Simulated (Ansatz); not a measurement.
## Electric field gradients in TiCo₃

Theory: DFT PBEsol, scalar-relativistic, plane waves, PAW in Ansatz 0.2.0. Cutoff 420 eV, 12×12×12 k-points (Γ-centred), Gaussian smearing of 0.20 eV. Collinear spin, site moments -0.1, 0.2, 0.2, 0.2 μB.

Equilibrium structure at this level:
```
Ti Co
1.0
     3.52873    0.00000    0.00000
     0.00000    3.52873    0.00000
     0.00000    0.00000    3.52873
Ti Co
1 3
Direct
  0.00000 0.00000 0.00000
  0.00000 0.50000 0.50000
  0.50000 0.00000 0.50000
  0.50000 0.50000 0.00000
```

In a metal these results depend on the k mesh and the smearing.

Question: Give V_zz (10²¹ V/m²) and the asymmetry η at each distinct site.

Answer:
| atom | V_zz | η |
| --- | --- | --- |
| Ti (atom 1) | 0.000 | zero by symmetry |
| Co (atom 2) | 0.425 | 0.00 |

Cost: 1 run of about 0.2 core-minutes, on Intel Xeon 6975P-C (Granite Rapids) (shared hosts).